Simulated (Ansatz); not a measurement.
**HgTe: stress in a strained cell**

Aim: deform HgTe (zz strain of +1 %) and compute stress, forces and field gradients with LAPW, PAW and all-electron datasets made for the crystal.

Program: Ansatz 0.2.0. Level of theory: DFT LDA, scalar-relativistic. These are calculated values, not measurements.

## Step 1: The starting structure

Symmetry: Fm-3m, No. 225, cubic system. The conventional cell has a = 5.843 Å, b = 5.843 Å, c = 5.843 Å, α = 90.00°, β = 90.00°, γ = 90.00°. Hg (site symmetry m-3m) is surrounded by 6 Te at 2.92 Å. Te (site symmetry m-3m) is surrounded by 6 Hg at 2.92 Å.

Structure file:

```
CELL_PARAMETERS angstrom
0.00000 2.92150 2.92150
2.92150 0.00000 2.92150
2.92150 2.92150 0.00000
ATOMIC_POSITIONS crystal
Hg 0.00000 0.00000 0.00000
Te 0.50000 0.50000 0.50000
```

Atoms are numbered in the order of the input: Hg1, Te2.

## Step 2: After the deformation

Space group Fm-3m before, I4/mmm after.

## Step 3: Full-potential LAPW

input.yaml reads:

```yaml
crystal:
  lattice:
    - [0.0, 2.9215, 2.950715]
    - [2.9215, 0.0, 2.950715]
    - [2.9215, 2.9215, 0.0]
  atoms:
    - { symbol: Hg, position: [0.0, 0.0, 0.0] }
    - { symbol: Te, position: [0.5, 0.5, 0.5] }
kpoints:
  mp_grid: { grid: [10, 10, 10] }
  band_path:
    path:
      - [0.0, 0.0, 0.0]
      - [0.0, 0.5, 0.5]
      - [0.25, 0.75, 0.5]
      - [0.0, 0.5, 0.0]
      - [0.0, 0.0, 0.0]
      - [0.5, 0.5, 0.0]
      - [0.3725370062, 0.6274629938, 0.0]
      - [-0.3725370062, 0.3725370062, 0.0]
      - [0.0, 0.0, 0.0]
    npoints: 5
scf:
  occupations: { method: fermi_dirac, width: 0.08 }
hamiltonian:
  xc: lda
  pseudopotentials: { kind: all_electron, lapw: { basis_error: 0.001 } }
output:
  forces: true
  stress: true
  eigenvalues: true
```

On the command line:

```sh
$ ansatz run input.yaml --threads 1 --pin off --max-ram 3072MiB --backend cpu --events-out ev --progress --plain --runs-dir out
```

## Step 4: Frozen-core PAW

input.yaml reads:

```yaml
crystal:
  lattice:
    - [0.0, 2.9215, 2.950715]
    - [2.9215, 0.0, 2.950715]
    - [2.9215, 2.9215, 0.0]
  atoms:
    - { symbol: Hg, position: [0.0, 0.0, 0.0] }
    - { symbol: Te, position: [0.5, 0.5, 0.5] }
kpoints:
  mp_grid: { grid: [10, 10, 10] }
scf:
  occupations: { method: fermi_dirac, width: 0.08 }
hamiltonian:
  xc: lda
  pseudopotentials: { kind: paw }
output:
  forces: true
  stress: true
  eigenvalues: true
  efg: { contact_densities: true }
  write_density: true
  write_potential: true
  elf: true
  volumetric_format: npy
```

## Step 5: All-electron PAW on datasets made for the crystal

input.yaml: that of step 4 with these lines changed.

```diff
@@ -14,3 +14,3 @@
   xc: lda
-  pseudopotentials: { kind: paw }
+  pseudopotentials: { kind: all_electron, datasets: crystal }
 output:
@@ -20,5 +20 @@
   efg: { contact_densities: true }
-  write_density: true
-  write_potential: true
-  elf: true
-  volumetric_format: npy
```

(Steps that only read results are left out.)

Q: Predict the outcome of this session. Wanted: pressure; largest shear or deviatoric stress.

As calculated:

| quantity | value |
| --- | --- |
| pressure | LAPW 3.04, PAW 3.02, crystal datasets 3.04 GPa |
| largest shear or deviatoric stress (LAPW) | 0.79 GPa |

What this shows: The largest part of the stress beyond the pressure is 0.79 GPa in size, in the zz component; the atoms are carried along and not relaxed. No run of the undeformed cell stands beside it, so the pressure holds what the given cell had before the change. PAW: stress within 0.02 GPa of LAPW. Crystal datasets: stress within 0.01 GPa of LAPW. Spin-orbit coupling is left out, though the cell holds Hg; in elements this heavy it can shift bands and gaps by tenths of an eV.
